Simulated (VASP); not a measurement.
# SnO2 (Pa-3) in VASP: further runs, part 2 of 3

VASP 6.6.1.

## Step 3: Relaxation of cell and atoms, PBEsol

This run uses another cell than the first one, of 11.16 Å³/atom, 0.966 times its volume.

INCAR reads:

```
SYSTEM = SnO2
PREC = Accurate
ENCUT = 600
EDIFF = 1E-7
ISMEAR = 0
SIGMA = 0.03
LREAL = .False.
LASPH = .True.
NELM = 80
ALGO = Normal
ISIF = 3
LWAVE = .False.
LCHARG = .False.
GGA = PS
IBRION = 2
NSW = 90
EDIFFG = -0.005
KPAR = 4
```

KPOINTS reads:

```
Automatic mesh
0
Gamma
  6 6 6
  0 0 0
```

POSCAR reads:

```
SnO2                                    
1.0
    5.1167068342      0.0000000000      0.0000000000
   -0.0000000000      5.1167068342      0.0000000000
   -0.0000000000     -0.0000000000      5.1167068342
  Sn              O             
     4     8
Direct
     1.0000000000000000    0.5000000000000000    0.5000000000000000
     0.5000000000000000    0.5000000000000000    0.0000000000000000
     0.5000000000000000    0.0000000000000000    0.5000000000000000
     1.0000000000000000    0.0000000000000000    0.0000000000000000
     0.3389873385509701    0.1610126614490298    0.8389873385509703
     0.1610126614490298    0.8389873385509703    0.3389873385509701
     0.8389873385509703    0.3389873385509701    0.1610126614490298
     0.6610126614490297    0.6610126614490297    0.6610126614490297
     0.3389873385509701    0.3389873385509701    0.3389873385509701
     0.1610126614490298    0.6610126614490297    0.8389873385509703
     0.8389873385509703    0.1610126614490298    0.6610126614490297
     0.6610126614490297    0.8389873385509703    0.1610126614490298
```

Potentials or basis: VASP PAW PBE potentials, release 64 (Sn_d, O).

Run with:

```bash
$ cat potpaw_PBE.64/Sn_d/POTCAR potpaw_PBE.64/O/POTCAR > POTCAR
$ mpirun -np 4 vasp_std > vasp.out
```

OUTCAR:

```text
SYSTEM = SnO2
   PREC = Accurate
   ENCUT = 600
   EDIFF = 1E-7
   ISMEAR = 0
   LREAL = .False.
   LASPH = .True.
   NELM = 80
   ISIF = 3
   GGA = PS
   IBRION = 2
   NSW = 90
   EDIFFG = -0.005

 ion  position               nearest neighbor table
   1  0.000  0.500  0.500-   6 2.09   7 2.09   8 2.09   9 2.09  10 2.09  11 2.09   2 3.62   3 3.62
                             4 3.62   2 3.62   4 3.62   3 3.62   4 3.62   4 3.62   2 3.62   3 3.62
   2  0.500  0.500  0.000-   5 2.09   7 2.09   8 2.09   9 2.09  10 2.09  12 2.09   1 3.62   3 3.62
                             4 3.62   1 3.62   3 3.62   3 3.62   4 3.62   3 3.62   1 3.62   4 3.62
   3  0.500  0.000  0.500-   5 2.09   6 2.09   8 2.09   9 2.09  11 2.09  12 2.09   1 3.62   2 3.62
                             4 3.62   2 3.62   4 3.62   1 3.62   2 3.62   2 3.62   1 3.62   4 3.62
   4  0.000  0.000  0.000-   5 2.09   6 2.09   7 2.09  10 2.09  11 2.09  12 2.09   1 3.62   2 3.62
                             3 3.62   1 3.62   3 3.62   1 3.62   2 3.62   1 3.62   2 3.62   3 3.62
   5  0.339  0.161  0.839-   2 2.09   3 2.09   4 2.09
   6  0.161  0.839  0.339-   1 2.09   3 2.09   4 2.09
   7  0.839  0.339  0.161-   1 2.09   2 2.09   4 2.09
   8  0.661  0.661  0.661-   1 2.09   2 2.09   3 2.09
   9  0.339  0.339  0.339-   1 2.09   2 2.09   3 2.09
  10  0.161  0.661  0.839-   1 2.09   2 2.09   4 2.09
  11  0.839  0.161  0.661-   1 2.09   3 2.09   4 2.09
  12  0.661  0.839  0.161-   2 2.09   3 2.09   4 2.09

  LATTYP: Found a simple cubic cell.
 ALAT       =     5.1167068342

  Lattice vectors:

 A1 = (   5.1167068342,   0.0000000000,   0.0000000000)
 A2 = (   0.0000000000,   5.1167068342,   0.0000000000)
 A3 = (   0.0000000000,   0.0000000000,   5.1167068342)

Analysis of symmetry for initial positions (statically):
=====================================================================
 Subroutine PRICEL returns:
 Original cell was already a primitive cell.

 Routine SETGRP: Setting up the symmetry group for a
 simple cubic supercell.

 Subroutine GETGRP returns: Found 24 space group operations
 (whereof  6 operations were pure point group operations)
 out of a pool of 48 trial point group operations.

The static configuration has the point symmetry S_6 .
 The point group associated with its full space group is T_h .

Analysis of symmetry for dynamics (positions and initial velocities):
=====================================================================
 Subroutine PRICEL returns:
[... 148 lines left out ...]
     AMIX     =   0.40;   BMIX     =  1.00
     AMIX_MAG =   1.60;   BMIX_MAG =  1.00
  volume/ion in A,a.u.               =      11.16        75.33
  Fermi-wavevector in a.u.,A,eV,Ry     =   1.504627  2.843332 30.802247  2.263901
  Thomas-Fermi vector in A             =   2.615582
   LORBIT       =      0    0 simple, 1 ext, 2 COOP (PROOUT), +10 PAW based schemes
   GGA     = PS    functional components
   LHFCALC =     F    Hartree Fock is set to
   AEXX    =    0.0000 exact exchange contribution
   IVDW    =     0    specifies the selected vdW correction
   LEPSILON=     F    determine dielectric tensor
   LRPA    =     F    only Hartree local field effects (RPA)
 conjugate gradient relaxation of ions
 non-spin polarized calculation
 Gauss-broadening in eV      SIGMA  =   0.03
  energy-cutoff  :      600.00
  volume of cell :      133.96
 maximum number of plane-waves:      4492
 NGX is ok and might be reduce to    42
   NGX = 21   NGY = 21   NGZ = 21

--------------------------------------- Ionic step        1  -------------------------------------------

 number of electron     104.0000009 magnetization

 Free energy of the ion-electron system (eV)
  ---------------------------------------------------
  ext. energy  EPLUGINS =         0.00000000
  ---------------------------------------------------
  free energy    TOTEN  =       -78.39162469 eV

  energy without entropy =      -78.39162469  energy(sigma->0) =      -78.39162469

------------------------ aborting loop because EDIFF is reached ----------------------------------------

  FORCE on cell =-STRESS in cart. coord.  units (eV):
  Direction    XX          YY          ZZ          XY          YZ          ZX
  --------------------------------------------------------------------------------------
  -------------------------------------------------------------------------------------
  Total       -0.0329608     -0.0329608     -0.0329608      0.0000000     -0.0000000     -0.0000000
  in kB       -0.3942188     -0.3942188     -0.3942188      0.0000000     -0.0000000     -0.0000000
  external PRESSURE =      -0.3942188 kB  Pullay stress =       0.0000000 kB
[... 217 lines left out ...]
--------------------------------------- Ionic step        6  -------------------------------------------

 number of electron     104.0000010 magnetization

 Free energy of the ion-electron system (eV)
  ---------------------------------------------------
  ext. energy  EPLUGINS =         0.00000000
  ---------------------------------------------------
  free energy    TOTEN  =       -78.39172631 eV

  energy without entropy =      -78.39172631  energy(sigma->0) =      -78.39172631

 E-fermi :   6.9887     XC(G=0): -12.0865

 val. band max:        6.8547787355   @ k =  -0.1667   0.3333   0.0000
 cond. band min:       7.6766441218   @ k =   0.0000   0.0000   0.0000
 fundamental gap:      0.8218653863
 Fermi energy:         6.9887199505

 k-point     1 :       0.0000    0.0000    0.0000
  band No.  band energies     occupation
      1     -13.9008      2.00000
      2     -13.9008      2.00000
      3     -13.9008      2.00000
      4     -13.1053      2.00000
      5     -13.1053      2.00000
      6     -13.1053      2.00000
[... 1588 lines left out ...]
  FREE ENERGIE OF THE ION-ELECTRON SYSTEM (eV)
  ---------------------------------------------------
  free  energy   TOTEN  =       -78.3917263087 eV

  energy  without entropy=      -78.3917263087  energy(sigma->0) =      -78.39172631

 reached required accuracy - stopping structural energy minimisation
```

CONTCAR:

```text
SnO2
   1.00000000000000
     5.1156457215048325   -0.0000000000000000   -0.0000000000000000
     0.0000000000000000    5.1156457215048325    0.0000000000000000
     0.0000000000000000   -0.0000000000000000    5.1156457215048325
  Sn              O
     4     8
Direct
     0.0000000000000000    0.5000000000000000    0.5000000000000000
     0.5000000000000000    0.5000000000000000    0.0000000000000000
     0.5000000000000000    0.0000000000000000    0.5000000000000000
     0.0000000000000000    0.0000000000000000    0.0000000000000000
     0.3393187933639548    0.1606812066360453    0.8393187933639547
     0.1606812066360453    0.8393187933639547    0.3393187933639548
     0.8393187933639547    0.3393187933639548    0.1606812066360453
     0.6606812066360453    0.6606812066360453    0.6606812066360453
     0.3393187933639548    0.3393187933639548    0.3393187933639548
     0.1606812066360453    0.6606812066360453    0.8393187933639547
     0.8393187933639547    0.1606812066360453    0.6606812066360453
     0.6606812066360453    0.8393187933639547    0.1606812066360453

  0.00000000E+00  0.00000000E+00  0.00000000E+00
  0.00000000E+00  0.00000000E+00  0.00000000E+00
  0.00000000E+00  0.00000000E+00  0.00000000E+00
  0.00000000E+00  0.00000000E+00  0.00000000E+00
  0.00000000E+00  0.00000000E+00  0.00000000E+00
  0.00000000E+00  0.00000000E+00  0.00000000E+00
  0.00000000E+00  0.00000000E+00  0.00000000E+00
  0.00000000E+00  0.00000000E+00  0.00000000E+00
  0.00000000E+00  0.00000000E+00  0.00000000E+00
  0.00000000E+00  0.00000000E+00  0.00000000E+00
  0.00000000E+00  0.00000000E+00  0.00000000E+00
  0.00000000E+00  0.00000000E+00  0.00000000E+00
```

Run time: 2 min. Hardware: 4 MPI ranks of Intel Xeon 6975P-C (Granite Rapids), shared host; peak memory 0.38 GiB.

Results:

| Property | Result |
| --- | --- |
| Free energy | -78.3917 eV |
| Relaxed volume | 11.16 Å³/atom |
| Relaxed cell | a = 5.116 Å, b = 5.116 Å, c = 5.116 Å, α = 90.00°, β = 90.00°, γ = 90.00° |
| Space group after relaxing (to 0.05 Å) | Pa-3 (No. 205) |
| Energy gained by relaxing | 0.0 meV/atom |
| Ionic steps | 6 |
| Pressure after relaxing | 0.1 GPa |
| Band gap on the k mesh | 0.82 eV, indirect (least direct gap 0.90 eV) |

The path:
```tsv
step	energy change (eV)	largest force (eV/Å)	pressure (GPa)	volume (Å³)
1	0.0000	0.0089	-0.04	133.96
2	0.0000	0.0079	0.04	133.91
3	0.0000	0.0073	0.09	133.87
4	0.0000	0.0066	0.09	133.87
5	-0.0001	0.0046	0.08	133.87
6	-0.0001	0.0003	0.06	133.88
```

Final structure:
```xyz
12
Lattice="5.1156 0.0000 0.0000 0.0000 5.1156 0.0000 0.0000 0.0000 5.1156" Properties=species:S:1:pos:R:3 pbc="T T T"
Sn    0.0000    2.5578    2.5578
Sn    2.5578    2.5578    0.0000
Sn    2.5578    0.0000    2.5578
Sn    0.0000    0.0000    0.0000
O     1.7358    0.8220    4.2937
O     0.8220    4.2937    1.7358
O     4.2937    1.7358    0.8220
O     3.3798    3.3798    3.3798
O     1.7358    1.7358    1.7358
O     0.8220    3.3798    4.2937
O     4.2937    0.8220    3.3798
O     3.3798    4.2937    0.8220
```

Caveat: the PAW data sets were made with another functional, which shifts forces and pressure a little; spin-orbit coupling is left out, which moves the levels of the heavy elements. A k mesh can miss the band edges.

## Step 4: Relaxation of cell and atoms, PBE, target pressure 44.5 GPa, at which the enthalpy is minimised

INCAR reads:

```
  PREC = Accurate
  ENCUT = 600
  EDIFF = 1E-6
  ISMEAR = 0
  SIGMA = 0.03
  LREAL = False
  LASPH = True
  NELM = 80
  ALGO = Normal
  ISIF = 3
  LWAVE = False
  LCHARG = False
  GGA = PE
  IBRION = 2
  NSW = 90
  EDIFFG = -0.01
  PSTRESS = 445.0
  KPAR = 4
```

KPOINTS reads:

```
Automatic mesh
0
Gamma
  6 6 6
```

POSCAR reads:

```
SnO2
1.0
    5.1752560000      0.0000000000      0.0000000000
    0.0000000000      5.1752560000      0.0000000000
    0.0000000000      0.0000000000      5.1752560000
Sn O
4 8
Direct
    0.0000000000      0.5000000000      0.5000000000
    0.5000000000      0.5000000000      0.0000000000
    0.5000000000      0.0000000000      0.5000000000
    0.0000000000      0.0000000000      0.0000000000
    0.3389020000      0.1610980000      0.8389020000
    0.1610980000      0.8389020000      0.3389020000
    0.8389020000      0.3389020000      0.1610980000
    0.6610980000      0.6610980000      0.6610980000
    0.3389020000      0.3389020000      0.3389020000
    0.1610980000      0.6610980000      0.8389020000
    0.8389020000      0.1610980000      0.6610980000
    0.6610980000      0.8389020000      0.1610980000
```

Run with:

```bash
$ cat potpaw_PBE.64/Sn_d/POTCAR potpaw_PBE.64/O/POTCAR > POTCAR
$ mpirun -np 4 vasp_std > vasp.out
```

It took 7.2 min on 4 MPI ranks of Intel Xeon Platinum 8559C (Emerald Rapids), shared host; peak memory 0.38 GiB.

Results (log left out):

| Property | Result |
| --- | --- |
| Free energy | -71.0019 eV |
| Relaxed volume | 9.83 Å³/atom |
| Relaxed cell | a = 4.905 Å, b = 4.905 Å, c = 4.905 Å, α = 90.00°, β = 90.00°, γ = 90.00° |
| Space group after relaxing (to 0.05 Å) | Pa-3 (No. 205) |
| Energy change on relaxing (the enthalpy is what falls) | +202.8 meV/atom |
| Ionic steps | 12 |
| Pressure after relaxing | 44.4 GPa |
| Largest force after relaxing | 0.009 eV/Å |
| Band gap on the k mesh | 2.28 eV, indirect (least direct gap 2.42 eV) |

Forces in eV/Å, atoms in the order of the input:
```
Sn   0.000  0.000  0.000
Sn   0.000  0.000  0.000
Sn   0.000  0.000  0.000
Sn   0.000  0.000  0.000
O    0.005 -0.005  0.005
O   -0.005  0.005  0.005
O    0.005  0.005 -0.005
O   -0.005 -0.005 -0.005
O    0.005  0.005  0.005
O   -0.005 -0.005  0.005
O    0.005 -0.005 -0.005
O   -0.005  0.005 -0.005
```

The path:
```
step  energy change (eV)  largest force (eV/Å)  pressure (GPa)  volume (Å³)
   1              0.0000                0.0045           -0.20       138.61
   2             34.1372                1.0835          315.50        83.49
   3              1.7911                0.1686           36.97       120.70
   4              2.1874                0.1891           41.94       119.09
   5              2.4026                0.1996           44.52       118.29
   6              2.2970                0.1945           43.25       118.68
   7              2.3028                0.1717           43.35       118.61
   8              2.3299                0.0924           43.55       118.42
   9              2.4396                0.1202           43.90       118.03
  10              2.3698                0.0047           43.73       118.24
  11              2.8002                0.0345           48.79       116.75
  12              2.4336                0.0094           44.45       118.01
```

Final structure:
```cif
data_structure
_symmetry_space_group_name_H-M 'P 1'
_symmetry_Int_Tables_number 1
_cell_length_a 4.9050
_cell_length_b 4.9050
_cell_length_c 4.9050
_cell_angle_alpha 90.000
_cell_angle_beta 90.000
_cell_angle_gamma 90.000
_cell_volume 118.01
loop_
_atom_site_label
_atom_site_type_symbol
_atom_site_fract_x
_atom_site_fract_y
_atom_site_fract_z
_atom_site_occupancy
Sn1 Sn 0.00000 0.50000 0.50000 1
Sn2 Sn 0.50000 0.50000 0.00000 1
Sn3 Sn 0.50000 0.00000 0.50000 1
Sn4 Sn 0.00000 0.00000 0.00000 1
O1 O 0.34531 0.15469 0.84531 1
O2 O 0.15469 0.84531 0.34531 1
O3 O 0.84531 0.34531 0.15469 1
O4 O 0.65469 0.65469 0.65469 1
O5 O 0.34531 0.34531 0.34531 1
O6 O 0.15469 0.65469 0.84531 1
O7 O 0.84531 0.15469 0.65469 1
O8 O 0.65469 0.84531 0.15469 1
```

Levels at points of the mesh, in eV from the valence-band top:
```csv
k point,band 48,band 49,band 50,band 51,band 52,band 53,band 54,band 55,band 56,band 57
"(0.00, 0.00, 0.00)",-0.66,-0.60,-0.14,-0.14,-0.14,2.28,7.54,7.54,7.54,8.60
"(0.50, 0.00, 0.00)",-0.77,-0.56,-0.56,-0.09,-0.09,5.30,5.30,6.28,6.28,8.85
"(0.50, 0.50, 0.00)",-1.43,-0.37,-0.37,-0.37,-0.37,6.11,6.11,6.11,6.11,8.91
"(0.50, 0.50, 0.50)",-1.18,-0.64,-0.64,-0.64,-0.64,6.71,6.71,6.71,6.71,8.35
```

Caveat: the cell is relaxed towards a set pressure, so the enthalpy falls and the energy may rise; spin-orbit coupling is left out, which moves the levels of the heavy elements.

[end of part 2 of 3]
